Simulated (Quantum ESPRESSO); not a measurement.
# LiF (Griceite) (Fm-3m) in Quantum ESPRESSO: further runs, part 2 of 4

Quantum ESPRESSO 7.5. Earlier steps stand in the parts before.

### 3 Phonons, LDA, target pressure 2 GPa, at which the enthalpy is minimised

Contents of pw.in:

```
&CONTROL
  calculation = 'scf'
  prefix = 'pwscf'
  outdir = './tmp'
  pseudo_dir = './pseudo'
  tprnfor = .true.
  tstress = .true.
  disk_io = 'low'
/
&SYSTEM
  ibrav = 0
  nat = 2
  ntyp = 2
  ecutwfc = 84
  nbnd = 10
  occupations = 'smearing'
  smearing = 'fd'
  degauss = 0.00367493
/
&ELECTRONS
  conv_thr = 4d-10
  electron_maxstep = 120
  mixing_beta = 0.5
/
ATOMIC_SPECIES
F     18.9984 F.upf
Li     6.9400 Li.upf
CELL_PARAMETERS angstrom
   0.0000000000    2.0140000000    2.0140000000
   2.0140000000    0.0000000000    2.0140000000
   2.0140000000    2.0140000000    0.0000000000
ATOMIC_POSITIONS angstrom
F      2.0140000000    2.0140000000    2.0140000000
Li     0.0000000000    0.0000000000    0.0000000000
K_POINTS automatic
6 6 6 1 1 1
```

Contents of relax.in:

```
&CONTROL
  calculation = 'vc-relax'
  prefix = 'pwscf'
  outdir = './tmp'
  pseudo_dir = './pseudo'
  tprnfor = .true.
  tstress = .true.
  disk_io = 'low'
  nstep = 40
  forc_conv_thr = 0.0001
  etot_conv_thr = 1d-06
/
&SYSTEM
  ibrav = 0
  nat = 2
  ntyp = 2
  ecutwfc = 84
  nbnd = 10
  occupations = 'smearing'
  smearing = 'fd'
  degauss = 0.00367493
/
&ELECTRONS
  conv_thr = 4d-10
  electron_maxstep = 120
  mixing_beta = 0.5
/
&IONS
  ion_dynamics = 'bfgs'
/
&CELL
  cell_dynamics = 'bfgs'
  press = 20
  press_conv_thr = 0.2
/
ATOMIC_SPECIES
F     18.9984 F.upf
Li     6.9400 Li.upf
CELL_PARAMETERS angstrom
   0.0000000000    2.0140000000    2.0140000000
   2.0140000000    0.0000000000    2.0140000000
   2.0140000000    2.0140000000    0.0000000000
ATOMIC_POSITIONS angstrom
F      2.0140000000    2.0140000000    2.0140000000
Li     0.0000000000    0.0000000000    0.0000000000
K_POINTS automatic
6 6 6 1 1 1
```

Contents of scf2.in:

```
&CONTROL
  calculation = 'scf'
  prefix = 'pwscf'
  outdir = './tmp'
  pseudo_dir = './pseudo'
  tprnfor = .true.
  tstress = .true.
  disk_io = 'low'
/
&SYSTEM
  ibrav = 0
  nat = 2
  ntyp = 2
  ecutwfc = 84
  nbnd = 10
  occupations = 'fixed'
/
&ELECTRONS
  conv_thr = 1d-13
  electron_maxstep = 120
  mixing_beta = 0.5
  startingpot = 'file'
  startingwfc = 'file'
/
ATOMIC_SPECIES
F     18.9984 F.upf
Li     6.9400 Li.upf
CELL_PARAMETERS angstrom
   0.0000000000    1.9381977054    1.9381977054
   1.9381977054    0.0000000000    1.9381977054
   1.9381977054    1.9381977054    0.0000000000
ATOMIC_POSITIONS angstrom
F      1.9381977054    1.9381977054    1.9381977054
Li     0.0000000000    0.0000000000    0.0000000000
K_POINTS automatic
6 6 6 1 1 1
```

Contents of ph.in:

```
phonons of LiF
&INPUTPH
  prefix = 'pwscf'
  outdir = './tmp'
  tr2_ph = 1d-18
  fildyn = 'dyn'
  niter_ph = 90
  alpha_mix(1) = 0.7
  epsil = .true.
/
0.0000000000 0.0000000000 0.0000000000
```

Contents of dynmat.in:

```
&INPUT
  fildyn = 'dyn'
  asr = 'crystal'
  lperm = .true.
  filout = 'dynmat.disp'
  fileig = 'dynmat.eig'
/
```

Contents of dynmat_lo.in:

```
&INPUT
  fildyn = 'dyn'
  asr = 'crystal'
  filout = 'dynmat_lo.disp'
  fileig = 'dynmat_lo.eig'
  q(1) = 0
  q(2) = 0
  q(3) = 1
/
```

Potentials or basis: PseudoDojo 0.4.1 SR LDA standard.

Started as:

```
$ OMP_NUM_THREADS=1 pw.x -in pw.in > pw.out
$ OMP_NUM_THREADS=1 pw.x -in relax.in > relax.out
$ OMP_NUM_THREADS=1 pw.x -in scf2.in > scf2.out
$ OMP_NUM_THREADS=1 ph.x -in ph.in > ph.out
$ OMP_NUM_THREADS=1 dynmat.x -in dynmat.in > dynmat.out
$ OMP_NUM_THREADS=1 dynmat.x -in dynmat_lo.in > dynmat_lo.out
```

pw.out:

```text
This program is part of the open-source Quantum ESPRESSO suite
     for quantum simulation of materials; please cite
[... 9 lines left out ...]
     --------------------
     sticks:   dense  smooth     PW     G-vecs:    dense   smooth      PW
     Sum         673     673    211                11575    11575    2085

     Using Slab Decomposition

     bravais-lattice index     =            0
     lattice parameter (alat)  =       5.3824  a.u.
     unit-cell volume          =     110.2567 (a.u.)^3
     number of atoms/cell      =            2
     number of atomic types    =            2
     number of electrons       =        10.00
     number of Kohn-Sham states=           10
     kinetic-energy cutoff     =      84.0000  Ry
     charge density cutoff     =     336.0000  Ry
     scf convergence threshold =      4.0E-10
     mixing beta               =       0.5000
     number of iterations used =            8  plain     mixing
     Exchange-correlation= SLA  PW   NOGX NOGC
                           (   1   4   0   0   0   0   0)

     celldm(1)=   5.382367  celldm(2)=   0.000000  celldm(3)=   0.000000
     celldm(4)=   0.000000  celldm(5)=   0.000000  celldm(6)=   0.000000

[... 8 lines left out ...]
               b(3) = (  0.707107  0.707107 -0.707107 )

     PseudoPot. # 1 for F  read from file:
     F.upf
     Pseudo is Norm-conserving + core correction, Zval =  7.0
     Generated using ONCVPSP code by D. R. Hamann
     Using radial grid of  824 points,  5 beta functions with:
                l(1) =   0
                l(2) =   0
                l(3) =   1
                l(4) =   1
                l(5) =   2

     PseudoPot. # 2 for Li read from file:
     Li.upf
     Pseudo is Norm-conserving, Zval =  3.0
     Generated using ONCVPSP code by D. R. Hamann
     Using radial grid of 1944 points,  4 beta functions with:
                l(1) =   0
                l(2) =   0
                l(3) =   1
                l(4) =   1

     atomic species   valence    mass     pseudopotential
     F                 7.00    18.99840     F ( 1.00)
     Li                3.00     6.94000     Li( 1.00)

     48 Sym. Ops., with inversion, found

   Cartesian axes

     site n.     atom                  positions (alat units)
         1        F      tau(   1) = (   0.7071068   0.7071068   0.7071068  )
         2        Li     tau(   2) = (   0.0000000   0.0000000   0.0000000  )

     number of k points=    28  Fermi-Dirac smearing, width (Ry)=  0.0037
                       cart. coord. in units 2pi/alat
        k(    1) = (   0.0589256   0.0589256   0.0589256), wk =   0.0185185
        k(    2) = (   0.1767767   0.1767767  -0.0589256), wk =   0.0555556
        k(    3) = (   0.2946278   0.2946278  -0.1767767), wk =   0.0555556
        k(    4) = (  -0.2946278  -0.2946278   0.4124790), wk =   0.0555556
        k(    5) = (  -0.1767767  -0.1767767   0.2946278), wk =   0.0555556
        k(    6) = (  -0.0589256  -0.0589256   0.1767767), wk =   0.0555556
[... 20 lines left out ...]
        k(   27) = (   0.2946278   0.2946278   0.2946278), wk =   0.0185185
        k(   28) = (  -0.2946278  -0.2946278   0.8838835), wk =   0.0555556

     Dense  grid:    11575 G-vectors     FFT dimensions: (  32,  32,  32)

     Initial potential from superposition of free atoms

     starting charge       9.9953, renormalised to      10.0000
     Starting wfcs are    6 randomized atomic wfcs +    4 random wfcs

     Self-consistent Calculation

     iteration #  1     ecut=    84.00 Ry     beta= 0.50
     Davidson diagonalization with overlap
     ethr =  1.00E-02,  avg # of iterations =  5.0

     total energy              =     -63.63145686 Ry
     estimated scf accuracy    <       0.10412869 Ry

     iteration #  2     ecut=    84.00 Ry     beta= 0.50
     Davidson diagonalization with overlap
     ethr =  1.04E-03,  avg # of iterations =  2.0

     total energy              =     -63.65902304 Ry
     estimated scf accuracy    <       0.01246448 Ry

     iteration #  3     ecut=    84.00 Ry     beta= 0.50
     Davidson diagonalization with overlap
     ethr =  1.25E-04,  avg # of iterations =  1.2

     total energy              =     -63.66069604 Ry
     estimated scf accuracy    <       0.00111379 Ry

     iteration #  4     ecut=    84.00 Ry     beta= 0.50
     Davidson diagonalization with overlap
     ethr =  1.11E-05,  avg # of iterations =  2.9

     total energy              =     -63.66078768 Ry
     estimated scf accuracy    <       0.00002785 Ry

     iteration #  5     ecut=    84.00 Ry     beta= 0.50
     Davidson diagonalization with overlap
     ethr =  2.78E-07,  avg # of iterations =  1.9
[... 8 lines left out ...]
     total energy              =     -63.66078923 Ry
     estimated scf accuracy    <       0.00000017 Ry

     iteration #  7     ecut=    84.00 Ry     beta= 0.50
     Davidson diagonalization with overlap
     ethr =  1.67E-09,  avg # of iterations =  1.0

     total energy              =     -63.66078924 Ry
     estimated scf accuracy    <          7.2E-09 Ry

     iteration #  8     ecut=    84.00 Ry     beta= 0.50
     Davidson diagonalization with overlap
     ethr =  7.17E-11,  avg # of iterations =  1.8

     total energy              =     -63.66078924 Ry
     estimated scf accuracy    <          7.8E-10 Ry

     iteration #  9     ecut=    84.00 Ry     beta= 0.50
     Davidson diagonalization with overlap
     ethr =  7.75E-12,  avg # of iterations =  2.0

     End of self-consistent calculation

          k = 0.0589 0.0589 0.0589 (  1435 PWs)   bands (ev):

   -39.1749 -18.9809   0.2937   0.4844   0.4844   9.5678  21.8680  23.0324
    23.0324  25.3077

          k = 0.1768 0.1768-0.0589 (  1422 PWs)   bands (ev):

   -39.1536 -18.8474  -0.4884   0.2189   0.4766  10.4145  18.8008  20.9036
    21.3849  25.9239

          k = 0.2946 0.2946-0.1768 (  1435 PWs)   bands (ev):

   -39.1210 -18.6281  -1.6369   0.0601   0.3412  11.1754  16.8461  19.5117
    19.5436  28.5266

          k =-0.2946-0.2946 0.4125 (  1440 PWs)   bands (ev):

   -39.1096 -18.5467  -2.0147   0.0908   0.2144  11.2343  16.6714  19.0732
    19.0744  29.2835

          k =-0.1768-0.1768 0.2946 (  1425 PWs)   bands (ev):

   -39.1309 -18.6951  -1.3133   0.2180   0.2648  11.0576  17.2840  19.8928
    19.9983  26.1259

          k =-0.0589-0.0589 0.1768 (  1424 PWs)   bands (ev):

   -39.1636 -18.9094  -0.0895   0.3525   0.4040  10.0730  20.2464  21.6909
    21.9345  23.5298

          k = 0.2946 0.0589 0.0589 (  1431 PWs)   bands (ev):

   -39.1443 -18.7723  -0.6745   0.1266   0.1419  11.0322  18.8240  20.4509
    20.8300  22.1475

          k = 0.4125 0.1768-0.0589 (  1430 PWs)   bands (ev):

   -39.1182 -18.5693  -1.4715  -0.3818   0.0384  12.2627  16.7352  19.3155
    20.0218  23.5760

          k =-0.1768-0.4125 0.5303 (  1439 PWs)   bands (ev):

   -39.1014 -18.4375  -1.8838  -0.7492  -0.0100  12.7265  15.8695  19.0263
    19.3758  26.6373

          k =-0.0589-0.2946 0.4125 (  1435 PWs)   bands (ev):

   -39.1108 -18.5216  -1.5431  -0.7328   0.1710  12.3546  15.9991  19.3487
    19.6181  26.7939

          k = 0.0589-0.1768 0.2946 (  1427 PWs)   bands (ev):

   -39.1369 -18.7280  -0.9653  -0.0490   0.3344  11.1515  17.6120  20.1624
    20.4388  24.5871

          k = 0.5303 0.0589 0.0589 (  1428 PWs)   bands (ev):

   -39.1046 -18.4122  -2.0641  -0.4413  -0.3482  13.6877  16.8233  18.4569
    20.2388  20.9752

          k =-0.0589-0.5303 0.6482 (  1434 PWs)   bands (ev):

   -39.0938 -18.3114  -2.2530  -0.8738  -0.3720  14.7221  15.6991  17.9796
    19.8468  22.7094

          k = 0.0589-0.4125 0.5303 (  1440 PWs)   bands (ev):

   -39.0966 -18.3748  -1.7400  -1.2656  -0.1060  13.7170  15.3226  18.8723
    19.4352  26.1280

          k = 0.1768-0.2946 0.4125 (  1439 PWs)   bands (ev):

   -39.1102 -18.5342  -1.8415  -0.2483   0.1776  11.7545  16.3733  19.2070
    19.3700  27.5863

          k =-0.6482 0.0589 0.0589 (  1423 PWs)   bands (ev):

   -39.0944 -18.2981  -2.4744  -0.5874  -0.4726  14.7566  16.3636  17.8523
    20.2119  20.8396

          k =-0.5303 0.1768-0.0589 (  1435 PWs)   bands (ev):

   -39.1026 -18.4118  -1.9478  -0.6921  -0.2281  13.5726  16.1229  18.5755
    19.8822  22.9775

          k =-0.4125 0.0589 0.0589 (  1429 PWs)   bands (ev):

   -39.1227 -18.5913  -1.3907  -0.1773  -0.1299  12.3138  17.6601  19.3014
    20.3939  21.3499

          k = 0.1768 0.1768 0.1768 (  1423 PWs)   bands (ev):

   -39.1452 -18.7957  -0.8906   0.3825   0.3825  10.5741  18.0643  20.6277
    20.6277  27.1391

          k = 0.2946 0.2946 0.0589 (  1423 PWs)   bands (ev):

   -39.1244 -18.6405  -1.2755  -0.3618   0.3699  11.5474  16.6448  19.8398
    19.8762  27.8499

          k =-0.2946-0.2946 0.6482 (  1441 PWs)   bands (ev):

   -39.1029 -18.4506  -1.6118  -1.0736   0.1032  12.8231  15.5505  19.3602
    19.3842  27.5582

          k =-0.1768-0.1768 0.5303 (  1439 PWs)   bands (ev):

   -39.1020 -18.4247  -1.9234  -0.6930  -0.1408  13.1251  15.9513  18.8945
    19.6702  24.1692

          k = 0.4125 0.1768 0.1768 (  1432 PWs)   bands (ev):

   -39.1151 -18.5599  -1.6692  -0.1650   0.0263  11.9540  16.5859  19.2805
    19.7068  25.0074

          k =-0.1768-0.4125 0.7660 (  1438 PWs)   bands (ev):

   -39.0995 -18.4016  -1.7462  -1.0921  -0.1029  13.5060  15.5949  18.7258
    19.5076  26.0813

          k =-0.0589-0.2946 0.6482 (  1436 PWs)   bands (ev):

   -39.0933 -18.3246  -1.8554  -1.3335  -0.2718  14.6722  15.3003  17.9819
    19.4940  25.7518

          k =-0.7660 0.1768 0.1768 (  1440 PWs)   bands (ev):

   -39.0947 -18.3382  -2.0541  -1.0455  -0.2375  14.2737  15.2886  18.6590
    19.7197  23.6983

          k = 0.2946 0.2946 0.2946 (  1428 PWs)   bands (ev):

   -39.1154 -18.5973  -1.9107   0.2861   0.2861  10.9415  16.9306  19.1669
    19.1669  29.8070

          k =-0.2946-0.2946 0.8839 (  1437 PWs)   bands (ev):

   -39.1052 -18.4896  -1.9202  -0.4475   0.1456  12.0111  16.1295  19.2101
    19.2268  28.2025

     the Fermi energy is     4.0638 ev

!    total energy              =     -63.66078924 Ry
     estimated scf accuracy    <          4.0E-12 Ry
     smearing contrib. (-TS)   =       0.00000000 Ry
     internal energy E=F+TS    =     -63.66078924 Ry

     The total energy is F=E-TS. E is the sum of the following terms:
     one-electron contribution =     -25.03635595 Ry
     hartree contribution      =      16.43543631 Ry
     xc contribution           =     -14.11159294 Ry
     ewald contribution        =     -40.94827666 Ry

     convergence has been achieved in   9 iterations

     Forces acting on atoms (cartesian axes, Ry/au):

     atom    1 type  1   force =     0.00000000    0.00000000   -0.00000000
     atom    2 type  2   force =    -0.00000000   -0.00000000    0.00000000

     Total force =     0.000000     Total SCF correction =     0.000000

     Computing stress (Cartesian axis) and pressure

          total   stress  (Ry/bohr**3)                   (kbar)     P=      -66.61
  -0.00045282  -0.00000000  -0.00000000          -66.61       -0.00       -0.00
  -0.00000000  -0.00045282  -0.00000000           -0.00      -66.61       -0.00
  -0.00000000  -0.00000000  -0.00045282           -0.00       -0.00      -66.61

=------------------------------------------------------------------------------=
   JOB DONE.
=------------------------------------------------------------------------------=
```

Wall time 66 s (1 thread of Arm Neoverse V2, shared host); peak memory 0.05 GiB.

Results:

| Item | Value |
| --- | --- |
| Free energy | -866.1798 eV |
| Relaxed volume | 7.28 Å³/atom |
| Relaxed cell | a = 2.741 Å, b = 2.741 Å, c = 2.741 Å, α = 60.00°, β = 60.00°, γ = 60.00° |
| Space group after relaxing (to 0.05 Å) | Fm-3m (No. 225) |
| Pressure after relaxing | 2.0 GPa |
| Electronic dielectric tensor (diagonal) | 2.12 |
| Born charges (mean of the diagonal) | F -1.04; Li +1.04 e |
| Highest phonon frequency at Γ, LO-TO splitting left out | 363 cm⁻¹ |
| Static dielectric tensor (diagonal) | 7.58 |

The path:
```csv
step,energy change (eV),largest force (eV/Å),pressure (GPa),volume (Å³)
1,0.0000,0.0000,-6.66,16.34
2,-0.0235,0.0000,-3.82,15.63
3,-0.0312,0.0000,1.75,14.60
4,-0.0307,0.0000,2.03,14.56
5,-0.0307,0.0000,2.00,14.56
```

Final structure:
```
F Li
1.0
     0.00000    1.93820    1.93820
     1.93820    0.00000    1.93820
     1.93820    1.93820    0.00000
F Li
1 1
Direct
  0.50000 0.50000 0.50000
  0.00000 0.00000 0.00000
```

Levels at points of the mesh, in eV from the valence-band top:
| k point | band 2 | band 3 | band 4 | band 5 | band 6 | band 7 | band 8 | band 9 |
| --- | --- | --- | --- | --- | --- | --- | --- | --- |
| (0.08, 0.08, 0.08) | -19.78 | -0.21 | 0.00 | 0.00 | 10.20 | 22.53 | 23.86 | 23.86 |

Phonon frequencies in cm⁻¹ (negative: imaginary):
| q point | frequencies |
| --- | --- |
| (0.000, 0.000, 0.000) | -1 -1 -1 363 363 363 |

Electronic dielectric tensor:
```
2.12 0.00 0.00
0.00 2.12 0.00
0.00 0.00 2.12
```

Born effective charge tensors (e):
atom 1, F
```
-1.04  0.00  0.00
 0.00 -1.04  0.00
 0.00  0.00 -1.04
```
atom 2, Li
```
1.04 0.00 0.00
0.00 1.04 0.00
0.00 0.00 1.04
```

Optical modes at Γ, degenerate ones joined, polar ones without the macroscopic field:
| cm⁻¹ | components | symmetry | active in | IR intensity, summed ((D/Å)²/amu) |
| --- | --- | --- | --- | --- |
| 363 | 3 | T1u | IR | 14.71 |

Zone-centre frequencies without and with the macroscopic field along z (cm⁻¹):
|  | optical modes in rising order |
| --- | --- |
| without | 363 363 363 |
| with the field | 363 363 686 |

Static dielectric tensor, electrons and zone-centre modes:
```
7.58 0.00 0.00
0.00 7.58 0.00
0.00 0.00 7.58
```

[end of part 2 of 4]
